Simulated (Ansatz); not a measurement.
# Ba (P-1) in Ansatz: convergence with smearing width

Aim: find how far smearing width must go before the results for Ba settle, at r2SCAN. This setting moves, with any that are tied to it; all else stays.

Program: Ansatz 0.2.0. These are calculated values, not measurements. Logs are shortened: lines on timing, memory, paths and dates and some standing lists are left out, and cuts for length are marked.

## Step 1: The cell of the first run

The typed cell holds 1 atom: a = 3.935 Å, b = 4.006 Å, c = 3.660 Å, α = 90.67°, β = 91.37°, γ = 90.36°.

This isn't the form of Ba at room conditions, which is bcc.

The cell isn't the ideal one: cell strained at random at fixed volume.

## Step 2: With smearing width 0.3 eV

File input.yaml:

```yaml
crystal:
  lattice:
    - [3.934967, -0.012509, -0.04771]
    - [-0.012509, 4.006319, -0.023754]
    - [-0.043009, -0.021414, 3.659393]
  atoms:
    - { symbol: Ba, position: [0.501826, 0.499963, 0.492557] }
hamiltonian:
  xc: r2scan
  pseudopotentials: { kind: paw }
kpoints:
  mp_grid: { grid: [5, 5, 5] }
scf:
  occupations: { method: gaussian, width: 0.3 }
output:
  forces: true
  stress: true
  eigenvalues: true
```

Potentials or basis: Ansatz PAW.

On the command line:

```
ansatz run input.yaml --threads 2 --pin off --max-ram 5632MiB --backend cpu --events-out ev --progress --plain --runs-dir out
```

Wall time 3 s (2 threads of Arm Neoverse V2, shared host); peak memory 0.43 GiB.

What came out:

* Free energy: -5964.2032 eV
* Pressure: 0.5 GPa

## Step 3: With smearing width 0.2 eV

Changes to input.yaml since step 2:

```diff
@@ -13,3 +13,3 @@
 scf:
-  occupations: { method: gaussian, width: 0.3 }
+  occupations: { method: gaussian, width: 0.2 }
 output:
```

Potentials or basis: Ansatz PAW.

On the command line:

```
ansatz run input.yaml --threads 2 --pin off --max-ram 5632MiB --backend cpu --events-out ev --progress --plain --runs-dir out
```

Wall time 3 s (2 threads of Arm Neoverse V2, shared host); peak memory 0.43 GiB.

What came out:

| Property | Result |
| --- | --- |
| Free energy | -5964.1922 eV |
| Pressure | 0.6 GPa |

## Step 4: With smearing width 0.15 eV

Changes to input.yaml since step 3:

```diff
@@ -13,3 +13,3 @@
 scf:
-  occupations: { method: gaussian, width: 0.2 }
+  occupations: { method: gaussian, width: 0.15 }
 output:
```

On the command line:

```
ansatz run input.yaml --threads 2 --pin off --max-ram 5632MiB --backend cpu --events-out ev --progress --plain --runs-dir out
```

Run time: 3 s. Hardware: 2 threads of Arm Neoverse V2, shared host; peak memory 0.43 GiB.

Results:

| Quantity | Value |
| --- | --- |
| Free energy | -5964.1891 eV |
| Pressure | 0.6 GPa |

## Step 5: With smearing width 0.1 eV

Changes to input.yaml since step 4:

```diff
@@ -13,3 +13,3 @@
 scf:
-  occupations: { method: gaussian, width: 0.15 }
+  occupations: { method: gaussian, width: 0.1 }
 output:
```

On the command line:

```
ansatz run input.yaml --threads 2 --pin off --max-ram 5632MiB --backend cpu --events-out ev --progress --plain --runs-dir out
```

Wall time 3 s (2 threads of Arm Neoverse V2, shared host); peak memory 0.43 GiB.

What came out:

```
Free energy            : -5964.1877 eV
Pressure               : 0.6 GPa
Band gap on the k mesh : 0.27 eV, indirect (least direct gap 0.30 eV)
```

## Step 6: With smearing width 0.05 eV

Changes to input.yaml since step 5:

```diff
@@ -13,3 +13,3 @@
 scf:
-  occupations: { method: gaussian, width: 0.1 }
+  occupations: { method: gaussian, width: 0.05 }
 output:
```

Potentials or basis: Ansatz PAW.

On the command line:

```
ansatz run input.yaml --threads 2 --pin off --max-ram 5632MiB --backend cpu --events-out ev --progress --plain --runs-dir out
```

Run time: 3 s. Hardware: 2 threads of Arm Neoverse V2, shared host; peak memory 0.43 GiB.

Results (log left out):

* Free energy: -5964.1875 eV
* Pressure: 0.6 GPa
* Band gap on the k mesh: 0.27 eV, indirect (least direct gap 0.30 eV)

## Step 7: With smearing width 0.025 eV

Changes to input.yaml since step 6:

```diff
@@ -13,3 +13,3 @@
 scf:
-  occupations: { method: gaussian, width: 0.05 }
+  occupations: { method: gaussian, width: 0.025 }
 output:
```

On the command line:

```
ansatz run input.yaml --threads 2 --pin off --max-ram 5632MiB --backend cpu --events-out ev --progress --plain --runs-dir out
```

Wall time 3.1 s (2 threads of Arm Neoverse V2, shared host); peak memory 0.43 GiB.

Results (log left out):

```yaml
Free_energy: -5964.1875 eV
Pressure: 0.6 GPa
Band_gap_on_the_k_mesh: 0.27 eV, indirect (least direct gap 0.30 eV)
```

## Step 8: With smearing width 0.01 eV

Changes to input.yaml since step 7:

```diff
@@ -13,3 +13,3 @@
 scf:
-  occupations: { method: gaussian, width: 0.025 }
+  occupations: { method: gaussian, width: 0.01 }
 output:
```

On the command line:

```
ansatz run input.yaml --threads 2 --pin off --max-ram 5632MiB --backend cpu --events-out ev --progress --plain --runs-dir out
```

It took 3.1 s on 2 threads of Arm Neoverse V2, shared host; peak memory 0.43 GiB.

It converged, with:

```yaml
Free_energy: -5964.1875 eV
Pressure: 0.6 GPa
Band_gap_on_the_k_mesh: 0.27 eV, indirect (least direct gap 0.30 eV)
```

## Step 9: With smearing width 0.005 eV

Changes to input.yaml since step 8:

```diff
@@ -13,3 +13,3 @@
 scf:
-  occupations: { method: gaussian, width: 0.01 }
+  occupations: { method: gaussian, width: 0.005 }
 output:
```

Potentials or basis: Ansatz PAW.

On the command line:

```
ansatz run input.yaml --threads 2 --pin off --max-ram 5632MiB --backend cpu --events-out ev --progress --plain --runs-dir out
```

What it wrote:

```text
Warning: RAYON_NUM_THREADS=2 ignored (pool sized by the plan → 2); use --threads N
Engine: ansatz 0.2.0, aarch64-unknown-linux-gnu
Pseudopotentials: kind: paw
Pseudopotential: Ba, paw, valence charge 10, recommended cutoff 500 eV (meta_gga), Ba.paw.azcp
Functional definition: r2SCAN
  parameter k0 = 0.174
  parameter k1 = 0.065
  parameter a1 = 4.9479
  exchange = r2scan_x(k0 = k0, k1 = k1, a1 = a1)
  correlation = r2scan_c
Crystal: 1 atoms, lattice volume = 57.679 Å³
Basis set: ecut = 500 eV, 1463 PW (Γ), exchange–correlation on 120×120×108 points (64 copies of the dense FFT grid, shifted against one another)
Bands: 9, of which v1, the nominal top of the filled ones, is band 5 counted from 1 (4 counted from 0)
Symmetry: 2 space group operations
Space group: P-1 (ITA 2), of the structure as read, at distance tolerance 3.9e-5 Å
k-points: 63 of 125
Non-local potential: Ba, projectors of the file, l = 0: 3, l = 1: 2, l = 2: 2, l = 3: 2
PAW form: soft (Blöchl's): semilocal exchange-correlation on the pseudo side does not see the compensation charge
PAW frozen core: Ba, regenerated for the run's functional (the file was generated under x = pbe(κ = 0.804, μ = 0.2195149727645171), c = pbe(β = 0.06672455060314922))
PAW one-centre angular grid: Ba, 302 points (default); XC on 160 Gauss nodes
Initial density: superposition of atomic densities (neutral atoms: chi_scale 0, normalization atom), corrected by the library's trained network
Initial wavefunctions: pseudopotential atomic-orbital guess
Functional: x = r2scan, c = r2scan; τ floored in thin density (d = 2e-4 eV/Å³)
SCF iter   1: F=—  HF=-5964.132232 eV  |F-HF|=—  |Δ(HF+E_count)|=         —  Δρ=4.63e-3  dr2=3.31e-2  dr2_τ=1.51e-3  ethr=1.77e-3  ⟨swp⟩=8.3  Hψ=5902  notcnv=0
preconditioner: auto → none  [insulator: Δε(μ)=0.280 eV  Ē_g=3.119 eV  σ=0.005 eV  W_gap=1.00  n_scr=6 (ndim 8)  ℏωp=6.9 eV  f_vac=0.000  D(μ)=0.00/eV (n_scr^D=0)  ε∞_Penn≈5.9]
SCF iter   2: F=—  HF=-5964.187037 eV  |F-HF|=—  |Δ(HF+E_count)|=   5.48e-2  Δρ=2.12e-3  dr2=4.98e-3  dr2_τ=2.20e-4  ethr=3.31e-4  ⟨swp⟩=3.0  Hψ=1751  notcnv=0
SCF iter   3: F=—  HF=-5964.187426 eV  |F-HF|=—  |Δ(HF+E_count)|=   3.89e-4  Δρ=4.84e-4  dr2=1.43e-4  dr2_τ=7.07e-6  ethr=4.98e-5  ⟨swp⟩=3.7  Hψ=1199  notcnv=0
SCF iter   4: F=—  HF=-5964.187522 eV  |F-HF|=—  |Δ(HF+E_count)|=   9.67e-5  Δρ=8.24e-5  dr2=4.97e-6  dr2_τ=1.36e-7  ethr=1.43e-6  ⟨swp⟩=3.3  Hψ=1163  notcnv=0
SCF iter   5: F=—  HF=-5964.187526 eV  |F-HF|=—  |Δ(HF+E_count)|=   3.54e-6  Δρ=9.21e-6  dr2=5.66e-8  dr2_τ=1.77e-9  ethr=4.97e-8  ⟨swp⟩=2.7  Hψ=849  notcnv=0
SCF iter   6: F=-5964.187526 eV  HF=-5964.187526 eV  |F-HF|=1.37e-9  |Δ(HF+E_count)|=   5.48e-8  Δρ=3.09e-6  dr2=7.29e-9  dr2_τ=3.93e-10  ethr=5.66e-10  ⟨swp⟩=3.0  Hψ=2233  notcnv=0
SCF 1 converged in 6 iterations: F = -5964.187526 eV  dr2 = 7.29e-9
SCF converged after 6 iterations
Free energy (F): -5964.187526 eV
Harris-Foulkes:  -5964.187526 eV  (|F-HF|=1.37e-9)
Internal energy: -5964.187526 eV  (E = F + TS)
E sigma→0 (E₀):  -5964.187526 eV
Fermi energy:    6.391190 eV
--- Per-component energies (eV) ---
  E_band       = -85.702112
  E_kinetic    = 167.173117
  E_local      = -370.085304  (includes V_loc(G=0)·N_el)
  E_nonlocal   = 55.944012
  E_hartree    = 117.482136
  E_xc         = -155.626331
  E_vxc        = -145.502195  (∫ρ·V_xc dr)
  E_paw        = -5251.639628  (= ΣΔE_a)
  E_vpaw       = -35.342071  (= ΣTr[D̂ρ^β])
  E_aug_tail   = -0.000001  (compensation charges beyond the density's cutoff)
  E_vtau       = 7.146454  (kinetic-family band-sum trace: ∫τ·v_τ [+ j·A + Jᵃ·Aᵃ] dr)
  E_ewald      = -527.505944
  E_core_change = 0.070416  (= ΣΔE_core)
  E_smearing   = -0.000000  (= −TS)
  E_closure    = -0.000000  (closes the sum)
  Σ components = -5964.187526   (vs F -5964.187526, Δ=0.00e0)
--- Forces (eV/Å), atoms counted from 1 ---
  atom   1  Ba     0.00000000     0.00000000     0.00000000
  max |Σ_I F_I| component: 0.00e0 eV/Å
--- Stress (GPa, compression-positive) ---
       -0.360043      -0.019329      -0.009174
       -0.019329      -0.559693      -0.026441
       -0.009174      -0.026441       2.849785
  P = ⅓ Tr σ = 0.6433 GPa (6.433 kbar)
--- Band table (eV; the first three rows and the last of 63) ---
  k-point 0: bands = ["-23.6642", "-8.1270", "-8.0758", "-7.8477", "3.8831", "6.6511", "6.6716", "11.5855", "12.1395"]
  k-point 1: bands = ["-23.6155", "-8.3340", "-8.0781", "-8.0276", "4.5468", "6.9339", "7.5950", "10.3371", "10.4782"]
  k-point 2: bands = ["-23.5345", "-9.0280", "-7.9971", "-7.9479", "5.9062", "7.4984", "8.0047", "9.0322", "9.2047"]
  k-point 62: bands = ["-23.5404", "-8.6569", "-8.2415", "-8.2195", "6.2161", "7.5843", "8.0284", "8.5836", "10.0348"]
```

Run time: 3.1 s. Hardware: 2 threads of Arm Neoverse V2, shared host; peak memory 0.43 GiB.

What came out:

```
Free energy            : -5964.1875 eV
Pressure               : 0.6 GPa
Band gap on the k mesh : 0.27 eV, indirect (least direct gap 0.30 eV)
```

## Step 10: Summary

| smearing width | energy less the tightest run, at zero smearing (meV/atom) | pressure (GPa) | SCF cycles | CPU time (s) | peak memory (GiB) |
| --- | --- | --- | --- | --- | --- |
| 0.3 eV | 5.69 | 0.49 | 6 | 5.9 | 0.43 |
| 0.2 eV | 3.12 | 0.56 | 6 | 5.8 | 0.43 |
| 0.15 eV | 1.84 | 0.60 | 6 | 5.8 | 0.43 |
| 0.1 eV | 0.42 | 0.63 | 6 | 5.7 | 0.43 |
| 0.05 eV | 0.00 | 0.64 | 6 | 5.7 | 0.43 |
| 0.025 eV | 0.00 | 0.64 | 6 | 6 | 0.43 |
| 0.01 eV | 0.00 | 0.64 | 6 | 6 | 0.43 |
| 0.005 eV | 0.00 | 0.64 | 6 | 6 | 0.43 |

Against the tightest run, the energy stays within 1 meV/atom from 0.1 eV on; the pressure stays within 0.1 GPa from 0.2 eV on. The tightest run that finished is the yardstick and may itself not be fully converged.

Caveats: odd divisions of the mesh miss points on the zone boundary, where band edges often lie, so the gap on the mesh can be too wide; spin-orbit coupling is left out, which moves the levels of the heavy elements; the PAW data sets come from PBE, with cores solved anew for the run's functional, which leaves a small shift of forces and pressure.
